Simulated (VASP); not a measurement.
# Lattice of ZnSe (Stilleite), functional by functional, part 2 of 3

Which functional gives which lattice for ZnSe (Stilleite)? The starting structure is a measured crystal structure from the Crystallography Open Database. The first relaxation on each setting starts from this cell expanded by 3 % in volume.

VASP 6.6.1.

Results so far: PBEsol 22.43 Å³ an atom; LDA 21.65 Å³ an atom; PBE 23.60 Å³ an atom.

## 5. Relaxation with PBEsol + D3(BJ)

Level of this step: PBEsol with D3(BJ); plane waves and PAW (Se, Zn) (VASP).

D3 with Becke-Johnson damping keeps a finite attraction at short range. This run starts from the cell of an earlier relaxation, which isn't shown; the restart sets up the plane waves anew.

The input, INCAR:

```
SYSTEM = ZnSe
PREC = Accurate
ENCUT = 450
EDIFF = 1E-06
NELM = 100
ISMEAR = 0
SIGMA = 0.03
LREAL = .FALSE.
ALGO = Normal
GGA = PS
IVDW = 12
NBANDS = 15
LORBIT = 11
LWAVE = .FALSE.
LCHARG = .FALSE.
KPAR = 8
IBRION = 2
NSW = 50
ISIF = 3
EDIFFG = -0.006
```

The input, POSCAR:

```
ZnSe
1.0
    0.0000000000      2.7916375343      2.7916375343
    2.7916375343      0.0000000000      2.7916375343
    2.7916375343      2.7916375343      0.0000000000
Se Zn
1 1
Direct
    0.7500000000      0.7500000000      0.7500000000
    0.0000000000      0.0000000000      0.0000000000
```

The input, KPOINTS:

```
Automatic mesh
0
Gamma
6 6 6
0 0 0
```

Potentials, in the order of the species: Se and Zn (PBE family, release 64).

Launch:

```
$ mpirun -np 8 vasp_std
```

The log of the run:

```text
[banner, memory and clock lines left out]
running    8 mpi-ranks, on    1 nodes
[...]
[... a notice as in an earlier step ...]

 [... a notice as in an earlier step ...]

 LDA part: xc-table for (Slater+PW92), standard interpolation
 POSCAR, INCAR and KPOINTS ok, starting setup
[...]
entering main loop
       N       E                     dE             d eps       ncg     rms          rms(c)
DAV:   1     0.835262302310E+02    0.83526E+02   -0.82386E+03   480   0.127E+03
DAV:   2    -0.172692828361E+01   -0.85253E+02   -0.80613E+02   529   0.246E+02
DAV:   3    -0.702087369051E+01   -0.52939E+01   -0.52734E+01   571   0.625E+01
DAV:   4    -0.706637370857E+01   -0.45500E-01   -0.45491E-01   557   0.606E+00
[...]
DAV:  10    -0.675565701253E+01   -0.54212E-04   -0.22676E-04   617   0.197E-01    0.237E-02
DAV:  11    -0.675564566809E+01    0.11344E-04   -0.37562E-05   647   0.901E-02    0.489E-03
DAV:  12    -0.675564575571E+01   -0.87625E-07   -0.65180E-06   564   0.188E-02
   1 F= -.73501599E+01 E0= -.73501599E+01  d E =-.735016E+01
[...]
N       E                     dE             d eps       ncg     rms          rms(c)
DAV:   1    -0.675526582211E+01    0.37985E-03   -0.19755E-03   592   0.914E-01    0.930E-02
DAV:   2    -0.675511712761E+01    0.14869E-03   -0.46954E-04   592   0.607E-01    0.338E-02
DAV:   3    -0.675509974215E+01    0.17385E-04   -0.16769E-05   558   0.445E-02    0.162E-02
DAV:   4    -0.675509537671E+01    0.43654E-05   -0.31412E-06   508   0.229E-02    0.624E-03
DAV:   5    -0.675509488142E+01    0.49529E-06   -0.42796E-07   261   0.136E-02
   2 F= -.73501631E+01 E0= -.73501631E+01  d E =-.320210E-05
 trial-energy change:   -0.000003  1 .order   -0.000001   -0.000012    0.000011
 step:   0.5418(harm=  0.5418)  dis= 0.00000  next Energy=    -7.350163 (dE=-0.336E-05)
 reached required accuracy - stopping structural energy minimisation
```

Run time: 2.4 s. Hardware: 8 MPI ranks of Intel Xeon 6975P-C (Granite Rapids), shared host; peak memory 1.4 GiB; 15 s of CPU time.

OUTCAR, selected parts (step 5):

```text
 Edisp (eV)   -0.59451

 Edisp (eV)   -0.59507

  Total       0.01108     0.01108     0.01108     0.00000     0.00000    -0.00000
  in kB       0.40828     0.40828     0.40828     0.00000     0.00000    -0.00000
  external pressure =        0.41 kB  Pullay stress =        0.00 kB

 POSITION                                       TOTAL-FORCE (eV/Angst)
 -----------------------------------------------------------------------------------
      4.18613      4.18613      4.18613        -0.000000     -0.000000     -0.000000
      0.00000      0.00000      0.00000         0.000000      0.000000      0.000000
 -----------------------------------------------------------------------------------
    total drift:                               -0.000002     -0.000002     -0.000002

  FREE ENERGIE OF THE ION-ELECTRON SYSTEM (eV)
  ---------------------------------------------------
  free  energy   TOTEN  =        -7.3501630599 eV

  energy  without entropy=       -7.3501630599  energy(sigma->0) =       -7.35016306

[... 2 parts as in an earlier step ...]

[... 2 further parts left out ...]
[key lines of the parts left out:]
E-fermi :   2.0455
```

With PBEsol + D3(BJ) the relaxed cell holds 21.735 Å³ an atom, -4.49 % against the measured cell, with a = 5.582 Å. That is -3.10 % from PBEsol. Pressures at 0.985 and 1.015 times this volume, from two more relaxations that aren't shown, give a bulk modulus of 70.6 GPa.

## 6. Relaxation with r2SCAN

r2SCAN adds the kinetic-energy density, costs more than a GGA and is run with LASPH. This run starts from the cell of an earlier relaxation, which isn't shown; the restart sets up the plane waves anew.

INCAR: that of step 5 with these lines changed.

```diff
@@ -9,4 +9,4 @@
 ALGO = Normal
-GGA = PS
-IVDW = 12
+METAGGA = R2SCAN
+LASPH = .TRUE.
 NBANDS = 15
```

The input, POSCAR:

```
ZnSe
1.0
    0.0000000000      2.8328439016      2.8328439016
    2.8328439016      0.0000000000      2.8328439016
    2.8328439016      2.8328439016      0.0000000000
Se Zn
1 1
Direct
    0.7500000000      0.7500000000      0.7500000000
    0.0000000000      0.0000000000      0.0000000000
```

KPOINTS is that of step 5.

Launch:

```
$ mpirun -np 8 vasp_std
```

The log of the run:

```text
[banner, memory and clock lines left out]
running    8 mpi-ranks, on    1 nodes
[...]
[... a notice as in an earlier step ...]

 [... a notice as in an earlier step ...]

 LDA part: xc-table for (None), standard interpolation
 POSCAR, INCAR and KPOINTS ok, starting setup
[...]
entering main loop
       N       E                     dE             d eps       ncg     rms          rms(c)
DAV:   1     0.630217285372E+02    0.63022E+02   -0.83776E+03   480   0.125E+03
DAV:   2    -0.225682938157E+02   -0.85590E+02   -0.80698E+02   536   0.251E+02
DAV:   3    -0.276447569133E+02   -0.50765E+01   -0.50594E+01   557   0.626E+01
DAV:   4    -0.276826828932E+02   -0.37926E-01   -0.37923E-01   606   0.607E+00
[...]
DAV:  14    -0.249027557252E+02    0.10500E-05   -0.25758E-06   403   0.299E-02    0.783E-04
DAV:  15    -0.249027567334E+02   -0.10082E-05   -0.13455E-07   240   0.730E-03    0.284E-04
DAV:  16    -0.249027565368E+02    0.19669E-06   -0.63011E-08   240   0.423E-03
   1 F= -.24902757E+02 E0= -.24902757E+02  d E =-.249028E+02
[...]
N       E                     dE             d eps       ncg     rms          rms(c)
DAV:   1    -0.249028998662E+02   -0.14313E-03   -0.17110E-03   578   0.840E-01    0.862E-02
DAV:   2    -0.249028056950E+02    0.94171E-04   -0.35944E-04   585   0.519E-01    0.324E-02
DAV:   3    -0.249027876851E+02    0.18010E-04   -0.10828E-05   494   0.286E-02    0.159E-02
DAV:   4    -0.249027785922E+02    0.90928E-05   -0.23947E-06   528   0.137E-02    0.538E-03
DAV:   5    -0.249027753216E+02    0.32706E-05   -0.44160E-07   240   0.991E-03    0.112E-03
DAV:   6    -0.249027748566E+02    0.46499E-06   -0.33026E-07   240   0.755E-03
   2 F= -.24902775E+02 E0= -.24902775E+02  d E =-.183199E-04
 trial-energy change:   -0.000018  1 .order   -0.000004   -0.000011    0.000003
 step:   0.9659(harm=  0.7707)  dis= 0.00000  next Energy=   -24.902775 (dE=-0.184E-04)
 reached required accuracy - stopping structural energy minimisation
```

Run time: 10 s. Hardware: 8 MPI ranks; peak memory 1.4 GiB; 76 s of CPU time.

OUTCAR, selected parts (step 6):

```text
  Total        0.0037025      0.0037025      0.0037025     -0.0000000     -0.0000000     -0.0000000
  in kB        0.1305881      0.1305881      0.1305881     -0.0000000     -0.0000000     -0.0000000
  external PRESSURE =       0.1305881 kB  Pullay stress =       0.0000000 kB

 POSITION                                       TOTAL-FORCE (eV/Angst)
 -----------------------------------------------------------------------------------
      4.24799      4.24799      4.24799        -0.000000      0.000000      0.000000
      2.83199     -0.00000      2.83199         0.000000     -0.000000     -0.000000
 -----------------------------------------------------------------------------------
    total drift:                               -0.000006     -0.000006     -0.000006

  FREE ENERGIE OF THE ION-ELECTRON SYSTEM (eV)
  ---------------------------------------------------
  free  energy   TOTEN  =       -24.9027748566 eV

  energy  without entropy=      -24.9027748566  energy(sigma->0) =      -24.90277486

[... 2 parts as in an earlier step ...]

[... 2 further parts left out ...]
[key lines of the parts left out:]
E-fermi :   1.4550
```

With r2SCAN the relaxed cell holds 22.713 Å³ an atom, -0.19 % against the measured cell, with a = 5.664 Å. That is +1.26 % from PBEsol. Pressures at 0.985 and 1.015 times this volume, from two more relaxations that aren't shown, give a bulk modulus of 64.2 GPa.

## 7. Relaxation with r2SCAN + rVV10

rVV10 adds a nonlocal correlation energy for dispersion. This run starts from the cell of an earlier relaxation, which isn't shown; the restart sets up the plane waves anew.

INCAR: that of step 6 with these lines changed.

```diff
@@ -10,2 +10,6 @@
 METAGGA = R2SCAN
+LUSE_VDW = .TRUE.
+IVDW_NL = 2
+BPARAM = 11.95
+CPARAM = 0.0093
 LASPH = .TRUE.
```

The input, POSCAR:

```
ZnSe
1.0
    0.0000000000      2.8221380374      2.8221380374
    2.8221380374      0.0000000000      2.8221380374
    2.8221380374      2.8221380374      0.0000000000
Se Zn
1 1
Direct
    0.7500000000      0.7500000000      0.7500000000
    0.0000000000      0.0000000000      0.0000000000
```

KPOINTS is that of step 6.

Launch:

```
$ mpirun -np 8 vasp_std
```

The log of the run:

```text
[banner, memory and clock lines left out]
running    8 mpi-ranks, on    1 nodes
[...]
[... a notice as in an earlier step ...]

|                                                                             |
|               ----> ADVICE to this user running VASP <----                  |
|                                                                             |
|     You have switched on vdW-DFT.                                           |
|     This routine was written and supplied by Jiri Klimes. We recommend      |
|     that you carefully read and cite the following publications:            |
|       J. Klimes, D.R. Bowler, A. Michelides                                 |
|          J. Phys.: Cond Matt. 22 022201 (2010)                              |
|       J. Klimes, D.R. Bowler, A. Michelides                                 |
|          Phys. Rev. B. 83, 195131 (2011)                                    |
|     and references therein.                                                 |
[...]
Total rVV10 correction in eV:      0.5303813    20.0306601
Total rVV10 correction in eV:      0.5303813    20.0306601
Total rVV10 correction in eV:      0.5303813    20.0306601
DAV:  15    -0.243703597068E+02   -0.98628E-06   -0.14882E-07   247   0.766E-03
Total rVV10 correction in eV:      0.5303831    20.0306601
Total rVV10 correction in eV:      0.5303831    20.0306601
Total rVV10 correction in eV:      0.5303831    20.0306601
Total rVV10 correction in eV:      0.5303831    20.0306601
Total rVV10 correction in eV:      0.5303831    20.0306601
Total rVV10 correction in eV:      0.5303831    20.0306601
Total rVV10 correction in eV:      0.5303831    20.0306601
Total rVV10 correction in eV:      0.5303831    20.0306601
Total rVV10 correction in eV:      0.5303834    20.0306601
Total rVV10 correction in eV:      0.5303834    20.0306601
Total rVV10 correction in eV:      0.5303834    20.0306601
Total rVV10 correction in eV:      0.5303834    20.0306601
Total rVV10 correction in eV:      0.5303834    20.0306601
Total rVV10 correction in eV:      0.5303834    20.0306601
Total rVV10 correction in eV:      0.5303834    20.0306601
Total rVV10 correction in eV:      0.5303834    20.0306601
   1 F= -.24370360E+02 E0= -.24370360E+02  d E =-.243704E+02
[...]
reached required accuracy - stopping structural energy minimisation
```

Wall time 25 s (8 MPI ranks); peak memory 2.1 GiB; 3.2 min of CPU time.

OUTCAR, selected parts (step 7):

```text
  Total       -0.0064025     -0.0064025     -0.0064025      0.0000000     -0.0000000      0.0000000
  in kB       -0.2281903     -0.2281903     -0.2281903      0.0000000     -0.0000000      0.0000000
  external PRESSURE =      -0.2281903 kB  Pullay stress =       0.0000000 kB

 POSITION                                       TOTAL-FORCE (eV/Angst)
 -----------------------------------------------------------------------------------
      4.23321      4.23321      4.23321        -0.000000     -0.000000     -0.000000
      0.00000      0.00000      0.00000         0.000000      0.000000      0.000000
 -----------------------------------------------------------------------------------
    total drift:                               -0.000009     -0.000009     -0.000009

  FREE ENERGIE OF THE ION-ELECTRON SYSTEM (eV)
  ---------------------------------------------------
  free  energy   TOTEN  =       -24.3703597068 eV

  energy  without entropy=      -24.3703597068  energy(sigma->0) =      -24.37035971

[... 2 parts as in an earlier step ...]

[... 2 further parts left out ...]
[key lines of the parts left out:]
E-fermi :   1.6123
```

With r2SCAN + rVV10 the relaxed cell holds 22.477 Å³ an atom, -1.23 % against the measured cell, with a = 5.644 Å. That is +0.20 % from PBEsol. Pressures at 0.985 and 1.015 times this volume, from two more relaxations that aren't shown, give a bulk modulus of 67.6 GPa.

## 8. Relaxation with rev-vdW-DF2

rev-vdW-DF2 revises the exchange of vdW-DF2 for solids.

INCAR: that of step 7 with these lines changed.

```diff
@@ -9,7 +9,8 @@
 ALGO = Normal
-METAGGA = R2SCAN
+GGA = MK
+AGGAC = 0
 LUSE_VDW = .TRUE.
-IVDW_NL = 2
-BPARAM = 11.95
-CPARAM = 0.0093
+PARAM1 = 0.1234
+PARAM2 = 0.711357
+ZAB_VDW = -1.8867
 LASPH = .TRUE.
```

The input, POSCAR:

```
ZnSe
1.0
    0.0000000000      2.8618592506      2.8618592506
    2.8618592506      0.0000000000      2.8618592506
    2.8618592506      2.8618592506      0.0000000000
Se Zn
1 1
Direct
    0.7500000000      0.7500000000      0.7500000000
    0.0000000000      0.0000000000      0.0000000000
```

KPOINTS is that of step 7.

Launch:

```
$ mpirun -np 8 vasp_std
```

The log of the run:

```text
[banner, memory and clock lines left out]
running    8 mpi-ranks, on    1 nodes
[...]
[... a notice as in an earlier step ...]

 [... a notice as in an earlier step ...]

 [... a notice as in an earlier step ...]

 LDA part: xc-table for (Slater+PW92), standard interpolation
 POSCAR, INCAR and KPOINTS ok, starting setup
[...]
entering main loop
       N       E                     dE             d eps       ncg     rms          rms(c)
DAV:   1     0.850958432033E+02    0.85096E+02   -0.82123E+03   488   0.122E+03
DAV:   2     0.299483267615E+01   -0.82101E+02   -0.77425E+02   515   0.243E+02
DAV:   3    -0.212680826156E+01   -0.51216E+01   -0.51016E+01   599   0.606E+01
DAV:   4    -0.216485122416E+01   -0.38043E-01   -0.38040E-01   536   0.568E+00
[...]
DAV:  10    -0.187202291753E+01   -0.35519E-04   -0.86477E-05   606   0.751E-02    0.162E-02
DAV:  11    -0.187202216839E+01    0.74913E-06   -0.13482E-05   515   0.293E-02    0.330E-03
DAV:  12    -0.187202248643E+01   -0.31804E-06   -0.13746E-06   547   0.741E-03
[...]
DAV:   5    -0.187337321317E+01    0.18777E-03   -0.20493E-04   712   0.244E-01    0.918E-03
DAV:   6    -0.187337480514E+01   -0.15920E-05   -0.48609E-05   515   0.860E-02    0.103E-02
DAV:   7    -0.187337466845E+01    0.13669E-06   -0.45905E-06   515   0.388E-02
   2 F= -.18733747E+01 E0= -.18733747E+01  d E =-.135218E-02
 trial-energy change:   -0.001352  1 .order   -0.000997   -0.003781    0.001786
 step:   0.7507(harm=  0.6791)  dis= 0.00000  next Energy=    -1.873592 (dE=-0.157E-02)
[...]
N       E                     dE             d eps       ncg     rms          rms(c)
DAV:   1    -0.187674170942E+01   -0.33669E-02   -0.38147E-02   599   0.379E+00    0.401E-01
DAV:   2    -0.187392598892E+01    0.28157E-02   -0.87903E-03   592   0.236E+00    0.146E-01
DAV:   3    -0.187358137570E+01    0.34461E-03   -0.32075E-04   508   0.149E-01    0.700E-02
DAV:   4    -0.187349619419E+01    0.85182E-04   -0.44170E-05   606   0.813E-02    0.272E-02
DAV:   5    -0.187348508631E+01    0.11108E-04   -0.11526E-05   674   0.555E-02    0.262E-03
DAV:   6    -0.187348531245E+01   -0.22613E-06   -0.26804E-06   396   0.192E-02
   3 F= -.18734853E+01 E0= -.18734853E+01  d E =-.146283E-02
[...]
reached required accuracy - stopping structural energy minimisation
```

Run time: 43 s. Hardware: 8 MPI ranks; peak memory 2.6 GiB.

[end of part 2 of 3]

[Lines on the potential files, build, host, timing and source positions are cut from VASP's logs without a mark.]

[Logs are printed without paths, hosts, clocks, repeated set-up lines and the standing remarks that a program may print on its own settings, such as how far it seeks lower states.]

[Hosts, paths, dates, database ids (printed as entryN), source tags and the programs' standing remarks are cut or masked in the printed files.]
